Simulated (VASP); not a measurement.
Set up this calculation in VASP 6.6.1, as the native input.

```
Task                      : relaxation of the atoms
Functional                : revPBE
Potentials or basis       : VASP PAW PBE potentials, release 64 (Ru_pv)
Cutoff                    : 520 eV
k mesh                    : 8 × 8 × 1
Occupations               : fermi-dirac, width 0.05 eV
Spin                      : no spin polarisation
Dipole correction         : yes
Atoms held fixed (from 0) : [0, 1, 2]
Further INCAR settings    : ALGO = Fast; EDIFF = 1e-06; IBRION = 2; EDIFFG = -0.01; NSW = 40
```

The structure of Ru lies in POSCAR:

```
Ru
1.0
    2.7057993342      0.0000000000      0.0000000000
   -1.3528996671      2.3432909610      0.0000000000
    0.0000000000      0.0000000000     25.7047500000
Ru
6
Selective dynamics
Direct
    0.6666666667      0.3333333334      0.2917748665  F F F
    0.3333333333      0.6666666666      0.3750649199  F F F
    0.6666666667      0.3333333334      0.4583549733  F F F
    0.3333333333      0.6666666666      0.5416450267  T T T
    0.6666666667      0.3333333334      0.6249350801  T T T
    0.3333333333      0.6666666666      0.7082251335  T T T
```

The slab is cut from a database's or a generator's crystal, which needn't be the stable form of the element.

The input as run:

INCAR

```
PREC = Accurate ; ENCUT = 520
EDIFF = 1E-6 ; ISMEAR = -1
SIGMA = 0.05 ; LREAL = F
LASPH = T ; NELM = 60
ALGO = Fast ; ISIF = 2
LWAVE = F ; LCHARG = F
LDIPOL = T ; IDIPOL = 3
DIPOL = 0.5 0.5 0.500 ; GGA = RE
IBRION = 2 ; NSW = 40
EDIFFG = -0.01
```

KPOINTS

```
Automatic mesh
0
Gamma
  8 8 1
```

Potentials or basis: VASP PAW PBE potentials, release 64 (Ru_pv).

Run with:

```bash
$ cat potpaw_PBE.64/Ru_pv/POTCAR > POTCAR
$ mpirun -np 1 vasp_std > vasp.out
```

It gave:

```json
{
  "Energy gained by relaxing": "6.7 meV/atom",
  "Ionic steps": "11",
  "Band gap on the k mesh": "none (metal or under the smearing width)"
}
```

Wall time 14 min on 1 thread of Intel(R) Xeon(R) Platinum 8488C (Sapphire Rapids), with other jobs on the host, peak memory 0.3 GiB.
